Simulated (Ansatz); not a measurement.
# GaN: how the settings move a calculation

How sensitive is a calculation of GaN to its settings? A reference run comes first, then two runs with altered input.

Method: reference: DFT, PBE, plane-wave PAW, default files, scalar-relativistic, in Ansatz 0.2.0.

## Step 1: The system as given

The structure is cubic, space group Fm-3m (No. 225). The conventional cell has a = 3.985 Å, b = 3.985 Å, c = 3.985 Å, α = 90.00°, β = 90.00°, γ = 90.00°. Around Ga (site symmetry m-3m) lie 6 N at 1.99 Å. N (site symmetry m-3m) is surrounded by 6 Ga at 1.99 Å.

Coordinates:

```
CELL_PARAMETERS angstrom
0.00000 1.99250 1.99250
1.99250 0.00000 1.99250
1.99250 1.99250 0.00000
ATOMIC_POSITIONS crystal
Ga 0.50000 0.50000 0.50000
N 0.00000 0.00000 0.00000
```

## Step 2: The reference run

input.yaml

```yaml
crystal:
  lattice:
    - [0.0, 1.9925, 1.9925]
    - [1.9925, 0.0, 1.9925]
    - [1.9925, 1.9925, 0.0]
  atoms:
    - { symbol: Ga, position: [0.5, 0.5, 0.5] }
    - { symbol: "N", position: [0.0, 0.0, 0.0] }
kpoints:
  mp_grid: { grid: [12, 12, 12] }
scf:
  occupations: { method: fermi_dirac, width: 0.02 }
hamiltonian:
  xc: pbe
  pseudopotentials: { kind: paw }
output:
  forces: true
  stress: true
  populations: true
  efg:
    quadrupole_moments_barn: { Ga: 0.107, "N": 0.02044 }
    contact_densities: true
relax:
  f_tol: 0.02
  max_steps: 60
```

Started as:

```bash
$ ansatz run input.yaml --threads 1 --pin off --max-ram 2560MiB --backend cpu --events-out ev --progress --plain --runs-dir out
```

From the output:

```text
[...]
Basis set: ecut = 420 eV, 331 PW (Γ), exchange–correlation on 40×40×40 points (8 copies of the dense FFT grid, shifted against one another)
[...]
k-points: 72 of 1728
[...]
SCF iter   1: F=—  HF=-4166.317811 eV  |F-HF|=—  |Δ(HF+E_count)|=         —  Δρ=3.35e-3  dr2=1.28e-3  ethr=1.77e-3  ⟨swp⟩=4.7  Hψ=4776  notcnv=0
preconditioner: auto → none  [insulator: Δε(μ)=1.800 eV  Ē_g=21.050 eV  σ=0.020 eV  W_gap=1.00  n_scr=8 (ndim 8)  ℏωp=39.6 eV  f_vac=0.000  D(μ)=0.00/eV (n_scr^D=0)  ε∞_Penn≈4.5]
SCF iter   2: F=—  HF=-4166.317449 eV  |F-HF|=—  |Δ(HF+E_count)|=   3.61e-4  Δρ=1.16e-3  dr2=7.36e-5  ethr=7.11e-6  ⟨swp⟩=2.7  Hψ=2367  notcnv=0
[...]
SCF iter   5: F=-4166.317489 eV  HF=-4166.317489 eV  |F-HF|=8.42e-9  |Δ(HF+E_count)|=   4.77e-7  Δρ=2.93e-5  dr2=5.80e-8  ethr=5.36e-9  ⟨swp⟩=2.0  Hψ=1523  notcnv=0
SCF iter   6: F=-4166.317489 eV  HF=-4166.317489 eV  |F-HF|=1.32e-10  |Δ(HF+E_count)|=   2.21e-8  Δρ=3.10e-6  dr2=1.02e-9  ethr=3.22e-10  ⟨swp⟩=2.1  Hψ=3256  notcnv=0
[...]
relax step   1: F+E_penalty+E_count = -4166.31748945 eV  Δ(F+E_penalty+E_count) = +0.000e0 eV  max|allowed force component| = 1.190e-29 eV/Å  Δτ_max = 0.0000 Å  (6 SCF iters, accepted)
[...]
SCF converged after 6 iterations
Free energy (F): -4166.317489 eV
[...]
E sigma→0 (E₀):  -4166.317489 eV
Fermi energy:    17.517329 eV
[...]
  P = ⅓ Tr σ = 69.1073 GPa (691.073 kbar)
[...]
--- Relaxed structure (1 steps of the walk, 1 accepted, 0 SCFs on fresh bases) ---
[...]
```

Wall time 3.3 s (1 thread of Arm Neoverse V1, shared host); peak memory 0.34 GiB.

## Step 3: Changed: chi_scale 0.3

input.yaml: that of step 2 with these lines changed.

```diff
@@ -12,2 +12,3 @@
   occupations: { method: fermi_dirac, width: 0.02 }
+  initial_density: { chi_scale: 0.3 }
 hamiltonian:
@@ -22,4 +23 @@
     contact_densities: true
-relax:
-  f_tol: 0.02
-  max_steps: 60
```

Started as:

```bash
$ ansatz run input.yaml --threads 1 --pin off --max-ram 2560MiB --backend cpu --events-out ev --progress --plain --runs-dir out
```

Standard output, shortened:

```text
Warning: RAYON_NUM_THREADS=1 ignored (pool sized by the plan → 1); use --threads N
[...]
Pseudopotentials: kind: paw
Pseudopotential: Ga, paw, valence charge 13, recommended cutoff 420 eV (normal), Ga.paw.azcp
Pseudopotential: N, paw, valence charge 5, recommended cutoff 420 eV (normal), N.paw.azcp
Functional definition: PBE
[...]
Crystal: 2 atoms, lattice volume = 15.821 Å³
Basis set: ecut = 420 eV, 331 PW (Γ), exchange–correlation on 40×40×40 points (8 copies of the dense FFT grid, shifted against one another)
Bands: 13, of which v1, the nominal top of the filled ones, is band 9 counted from 1 (8 counted from 0)
Symmetry: 48 space group operations
Space group: Fm-3m (ITA 225), of the structure as read, at distance tolerance 2.5e-5 Å
k-points: 72 of 1728
[...]
SCF iter   1: F=—  HF=-4167.083766 eV  |F-HF|=—  |Δ(HF+E_count)|=         —  Δρ=1.44e-1  dr2=1.68e0  ethr=3.10e-3  ⟨swp⟩=4.5  Hψ=4743  notcnv=0
[...]
SCF iter   8: F=-4166.317489 eV  HF=-4166.317489 eV  |F-HF|=4.63e-9  |Δ(HF+E_count)|=   6.68e-7  Δρ=9.18e-6  dr2=4.08e-9  ethr=5.56e-10  ⟨swp⟩=5.0  Hψ=4864  notcnv=0
[...]
SCF converged after 8 iterations
Free energy (F): -4166.317489 eV
[...]
E sigma→0 (E₀):  -4166.317489 eV
Fermi energy:    17.517347 eV
[...]
--- Forces (eV/Å), atoms counted from 1 ---
  atom   1  Ga     0.00000000     0.00000000     0.00000000
  atom   2  N     -0.00000000    -0.00000000    -0.00000000
[...]
--- Stress (GPa, compression-positive) ---
       69.107612      -0.000000      -0.000000
        0.000000      69.107612      -0.000000
        0.000000       0.000000      69.107612
  P = ⅓ Tr σ = 69.1076 GPa (691.076 kbar)
--- PAW observables at the nuclei: V_zz in 10²¹ V/m², potentials from the cell's mean, atoms counted from 1 ---
  atom   1  Ga V_zz =    -0.000000   η = 0.0000   by run symmetry: forbidden   C_q = -0.0000 MHz
            electrostatic potential = -4141.822170 V   contact ρ = 187389.150761 e/Å³
  atom   2  N  V_zz =    +0.000000   η = 0.0000   by run symmetry: forbidden   C_q = +0.0000 MHz
            electrostatic potential = -526.086511 V   contact ρ = 1413.812779 e/Å³
--- Band table (eV; the first three rows and the last of 72) ---
  k-point 0: bands = ["-2.6374", "2.4920", "2.4920", "2.4920", "2.6410", "2.6410", "15.8419", "15.8419", "15.8419", "21.0306", "32.2450", "32.2450", "32.2450"]
[...]
--- Löwdin populations: 2 sites ---
  site symbol       q [e]
     0     Ga     12.1286
     1      N      5.8218
  spilling = 0.002758 (of n_electrons = 18.000000)
```

It took 2.8 s on 1 thread of Arm Neoverse V1, shared host; peak memory 0.32 GiB.

The changed start doesn't alter the result here (within 0.5 meV/atom).

## Step 4: Changing settings: eigensolver.kind davidson, scf.algorithm density_mixing, basis.precision f64

input.yaml: that of step 2 with these lines changed.

```diff
@@ -12,2 +12,4 @@
   occupations: { method: fermi_dirac, width: 0.02 }
+  eigensolver: { kind: davidson }
+  algorithm: density_mixing
 hamiltonian:
@@ -22,4 +24,3 @@
     contact_densities: true
-relax:
-  f_tol: 0.02
-  max_steps: 60
+basis:
+  precision: f64
```

Started as:

```bash
$ ansatz run input.yaml --threads 1 --pin off --max-ram 2560MiB --backend cpu --events-out ev --progress --plain --runs-dir out
```

Standard output, shortened:

```text
Warning: RAYON_NUM_THREADS=1 ignored (pool sized by the plan → 1); use --threads N
[...]
Pseudopotentials: kind: paw
Pseudopotential: Ga, paw, valence charge 13, recommended cutoff 420 eV (normal), Ga.paw.azcp
Pseudopotential: N, paw, valence charge 5, recommended cutoff 420 eV (normal), N.paw.azcp
Functional definition: PBE
[...]
Crystal: 2 atoms, lattice volume = 15.821 Å³
Basis set: ecut = 420 eV, 331 PW (Γ), exchange–correlation on 40×40×40 points (8 copies of the dense FFT grid, shifted against one another)
Bands: 13, of which v1, the nominal top of the filled ones, is band 9 counted from 1 (8 counted from 0)
Symmetry: 48 space group operations
Space group: Fm-3m (ITA 225), of the structure as read, at distance tolerance 2.5e-5 Å
k-points: 72 of 1728
[...]
SCF iter   1: F=—  HF=-4166.317671 eV  |F-HF|=—  |Δ(HF+E_count)|=         —  Δρ=3.32e-3  dr2=1.25e-3  ethr=1.77e-3  ⟨swp⟩=5.4  Hψ=4031  notcnv=0
[...]
--- Stress (GPa, compression-positive) ---
       69.107025       0.000000      -0.000000
        0.000000      69.107025       0.000000
        0.000000       0.000000      69.107025
  P = ⅓ Tr σ = 69.1070 GPa (691.070 kbar)
--- PAW observables at the nuclei: V_zz in 10²¹ V/m², potentials from the cell's mean, atoms counted from 1 ---
  atom   1  Ga V_zz =    -0.000000   η = 0.0000   by run symmetry: forbidden   C_q = -0.0000 MHz
            electrostatic potential = -4141.821839 V   contact ρ = 187389.151883 e/Å³
  atom   2  N  V_zz =    -0.000000   η = 0.0000   by run symmetry: forbidden   C_q = -0.0000 MHz
            electrostatic potential = -526.086726 V   contact ρ = 1413.812781 e/Å³
--- Band table (eV; the first three rows and the last of 72) ---
  k-point 0: bands = ["-2.6375", "2.4923", "2.4923", "2.4923", "2.6412", "2.6412", "15.8418", "15.8418", "15.8418", "21.0306", "32.2450", "32.2450", "32.2450"]
[...]
--- Löwdin populations: 2 sites ---
  site symbol       q [e]
     0     Ga     12.1286
     1      N      5.8218
  spilling = 0.002758 (of n_electrons = 18.000000)
```

Wall time 2.6 s (1 thread of Arm Neoverse V1, shared host); peak memory 0.33 GiB.

Energy and cycle count are those of the reference, so the change (solver and arithmetic precision) left the result and the number of cycles as they were.

## Step 5: Comparison

| run | ending | energy change | pressure (GPa) | gap (eV) | force (eV/Å) | cycles | time |
| --- | --- | --- | --- | --- | --- | --- | --- |
| reference | converged | 0 | 69.1 | 1.82 | 0.00 | 6 | 3.3 s |
| 1: chi_scale 0.3 | converged | 0.0 meV/atom | 69.1 | 1.82 | 0.00 | 8 | 2.8 s |
| 2: eigensolver.kind davidson, scf.algorithm density_mixing, basis.precision f64 | converged | 0.0 meV/atom | 69.1 | 1.82 | 0.00 | 6 | 2.6 s |

Of the converged runs whose energies compare with the reference's, none moves it noticeably. The structure is not at rest: the sound run finds 69 GPa, so these are no properties of the relaxed crystal. Symmetry fixes the atoms and the cell is held, so no setting can move this relaxation. 

The gaps are Kohn-Sham values of a semilocal functional, not quasiparticle or optical gaps. Such gaps usually fall short of the measured ones.
